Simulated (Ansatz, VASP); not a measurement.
## One calculation of Al, two programs

```
Al
1.0
     0.00000    2.02398    2.02398
     2.02398    0.00000    2.02398
     2.02398    2.02398    0.00000
Al
1
Direct
  0.00000 0.00000 0.00000
```

Alike in both runs: task electric field gradients; functional PBEsol; k mesh 14 × 14 × 14; occupations fermi-dirac, width 0.05 eV; no spin polarisation.

```csv
,VASP,Ansatz
version,VASP 6.6.1,Ansatz 0.2.0
potentials or method,"VASP PAW PBE potentials, release 64 (Al)","PAW with Ansatz's default frozen-core files, scalar-relativistic"
plane-wave cutoff (eV),520,420
valence electrons in the cell,3,3
```

|  | VASP | Ansatz | Ansatz less VASP |
| --- | --- | --- | --- |
| pressure (GPa) | -2.1 | -2.1 | -0.05 |
| Vzz of the field gradient on the site that differs most (V/Å²) | 0.0 | 0.0 | 0.00 |

Caveats: the PAW data sets were made with another functional, which shifts forces and pressure a little (VASP).
